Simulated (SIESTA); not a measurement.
The system is ZrC.

```
Zr C
1.0
     0.00000    2.36500    2.36500
     2.36500    0.00000    2.36500
     2.36500    2.36500    0.00000
Zr C
1 1
Direct
  0.50000 0.50000 0.50000
  0.00000 0.00000 0.00000
```

Base run:

```yaml
Program: SIESTA 5.4.2
Functional: vdW-DF-cx
Potentials_or_basis: PseudoDojo 0.4 standard (PBE files)
Basis: DZP (energy shift 0.003 Ry; two zetas on semicore shells)
Grid_cutoff: 800 Ry
Energy_shift: 0.003 Ry
k_mesh: 10 × 10 × 10
Occupations: fermi-dirac, width 0.05 eV
Spin: no spin polarisation
```

Its results: band gap on the k mesh none (metal or under the smearing width); pressure -5.4 GPa.

Problem. The run is repeated on the same cell with these changes: functional from vdW-DF-cx to BLYP. What comes out?

Solution. Band gap on the k mesh none (metal or under the smearing width); pressure 6.7 GPa.

Caveats: the potentials were made for another functional, which shifts forces and pressure; the basis of atomic orbitals isn't converged, which shifts pressures, moduli and gaps.
